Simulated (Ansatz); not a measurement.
This run works on a generated trial structure, not on a known crystal.

Input and command of a plane-wave DFT calculation in Ansatz:

```yaml
crystal:
  lattice:
    - [3.0947769898, 0.0003166797, 0.0276494641]
    - [0.0006428805, 6.0842093089, 0.0674592138]
    - [0.153389912, 0.1843492449, 17.2248990207]
  atoms:
    - { symbol: Sb, position: [0.3946103843, 0.7411207139, 0.1629643495] }
    - { symbol: Sb, position: [0.4979943222, 0.7642975363, 0.6607729266] }
    - { symbol: Sb, position: [0.4133523439, 0.2573937513, 0.153878282] }
    - { symbol: Sb, position: [0.5706070613, 0.250251053, 0.6586693536] }
    - { symbol: Sb, position: [0.4927303723, 0.7696072284, 0.3541550322] }
    - { symbol: Sb, position: [0.4868999987, 0.7302060226, 0.8357040602] }
    - { symbol: Sb, position: [0.5335652927, 0.2566675597, 0.3225469987] }
    - { symbol: Sb, position: [0.470745465, 0.2332416381, 0.8389057588] }
    - { symbol: Sb, position: [0.5981576067, 0.4755746651, 0.0011797529] }
    - { symbol: Sb, position: [0.5413371528, 0.5216398317, 0.5112234855] }
basis:
  ecutwfc: 420
kpoints:
  mp_grid: { grid: [8, 4, 2] }
hamiltonian:
  xc: pbe
scf:
  occupations: { method: gaussian, width: 0.2 }
  lower_state_search: "off"
output:
  forces: true
  stress: true
  eigenvalues: true
relax:
  adjacent_minimum: "off"
  f_tol: 0.025
  max_steps: 60
  cell: { stress_tol: 0.25 }
```

```bash
ansatz run input.yaml --threads 1 --pin off --max-ram 2560MiB --backend cpu --events-out ev --progress --plain --runs-dir out
```

Processor: Intel(R) Xeon(R) 6975P-C (Granite Rapids), 1 thread, on a host shared with other jobs.

Problem. Estimate time, memory and problem size.

Solution. About 5.4 min, peak memory 0.98 GiB. It solves 90 bands at 36 k points (after reduction by symmetry) with about 6419 plane waves (on the last cell), in 35 SCF iterations over 6 ionic steps.
